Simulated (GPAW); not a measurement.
The system is SnO2 (Cassiterite).

```xyz
6
Lattice="4.7380 0.0000 0.0000 0.0000 4.7380 0.0000 0.0000 0.0000 3.1865" Properties=species:S:1:pos:R:3 pbc="T T T"
Sn    2.3690    2.3690    1.5933
Sn    0.0000    0.0000    0.0000
O     3.8240    0.9140    1.5933
O     3.2830    3.2830    0.0000
O     0.9140    3.8240    1.5933
O     1.4550    1.4550    0.0000
```

| Property | Result |
| --- | --- |
| Program | GPAW 26.7.0 |
| Task | relaxation of cell and atoms |
| Functional | RPBE |
| Potentials or basis | the program's PAW data sets (release 1.2.1) made for this functional |
| Cutoff | 800 eV |
| Basis | pw |
| k mesh | 4 × 4 × 5 |
| Occupations | fermi-dirac, width 0.05 eV |
| Spin | no spin polarisation |

At the start: pressure 14.2 GPa; volume 11.92 Å³/atom.

Where does the relaxation end?

Over 12 steps the energy falls by 36.8 meV/atom and the volume is 12.80 Å³/atom (+7.3 %); space group P4_2/mnm (No. 136, to 0.05 Å).

Step by step:
| step | energy change (eV) | largest force (eV/Å) | pressure (GPa) | volume (Å³) |
| --- | --- | --- | --- | --- |
| 1 | 0.0000 | 0.2958 | 14.23 | 71.53 |
| 2 | -0.0496 | 0.1596 | 12.28 | 72.08 |
| 3 | -0.1922 | 0.3237 | 2.80 | 75.26 |
| 4 | -0.2045 | 0.2977 | 1.12 | 75.97 |
| 5 | -0.2148 | 0.1587 | -0.25 | 76.66 |
| 6 | -0.2177 | 0.0382 | -0.32 | 76.77 |
| 7 | -0.2182 | 0.0141 | -0.07 | 76.70 |
| 8 | -0.2184 | 0.0286 | 0.09 | 76.65 |
| 9 | -0.2190 | 0.0447 | 0.34 | 76.57 |
| 10 | -0.2197 | 0.0448 | 0.46 | 76.57 |
| 11 | -0.2205 | 0.0241 | 0.31 | 76.67 |
| 12 | -0.2207 | 0.0052 | 0.08 | 76.77 |

Final structure:
```
CELL_PARAMETERS angstrom
4.86463 0.00000 0.00000
0.00000 4.86463 0.00000
0.00000 0.00000 3.24413
ATOMIC_POSITIONS crystal
Sn 0.50000 0.50000 0.50000
Sn 0.00000 0.00000 0.00000
O 0.80687 0.19313 0.50000
O 0.69313 0.69313 0.00000
O 0.19313 0.80687 0.50000
O 0.30687 0.30687 0.00000
```

Caveat: the k mesh is coarse; later steps reuse the first step's grids.
